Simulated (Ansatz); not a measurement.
Write the native input for Ansatz 0.2.0 that does the following.

```
Task                : relaxation of cell and atoms
Functional          : PBE
Dispersion          : D4
Potentials or basis : all-electron LAPW, scalar-relativistic
Basis error allowed : 0.001 eV/atom
k mesh              : 13 × 13 × 13
Occupations         : fermi-dirac, width 0.05 eV
Spin                : no spin polarisation
```

The system is C.

```xyz
2
Lattice="0.0000 1.7834 1.7834 1.7834 0.0000 1.7834 1.7834 1.7834 0.0000" Properties=species:S:1:pos:R:3 pbc="T T T"
C     2.6751    2.6751    2.6751
C     1.7834    1.7834    1.7834
```

This isn't the form of C at room conditions, which is graphite.

One way to write it, as run:

input.yaml

```yaml
crystal:
  lattice:
    - [0.0, 1.78337, 1.78337]
    - [1.78337, 0.0, 1.78337]
    - [1.78337, 1.78337, 0.0]
  atoms:
    - { symbol: C, position: [0.75, 0.75, 0.75] }
    - { symbol: C, position: [0.5, 0.5, 0.5] }
kpoints:
  mp_grid: { grid: [13, 13, 13] }
scf:
  occupations: { method: fermi_dirac, width: 0.05 }
hamiltonian:
  xc: pbe
  dispersion: d4
  pseudopotentials: { kind: all_electron, lapw: { basis_error: 0.001 } }
output:
  forces: true
  stress: true
relax:
  f_tol: 0.01
  max_steps: 60
  cell: {}
```

Potentials or basis: all-electron LAPW, scalar-relativistic.

The run is started by

```console
$ ansatz run input.yaml --threads 1 --pin off --max-ram 3072MiB --backend cpu --events-out ev --progress --plain --runs-dir out
```

It gave:

```
Relaxed volume                         : 5.63 Å³/atom
Relaxed cell                           : a = 2.515 Å, b = 2.515 Å, c = 2.515 Å, α = 60.00°, β = 60.00°, γ = 60.00°
Space group after relaxing (to 0.05 Å) : Fd-3m (No. 227)
Energy gained by relaxing              : 0.5 meV/atom
Ionic steps                            : 4
Pressure after relaxing                : 0.0 GPa
Band gap on the k mesh                 : 4.17 eV
```

Caveat: an odd mesh through Γ misses points on the zone boundary, where band edges often lie.

Run time: 16 s on 1 thread of Arm Neoverse V1 (shared host), peak memory 0.26 GiB.
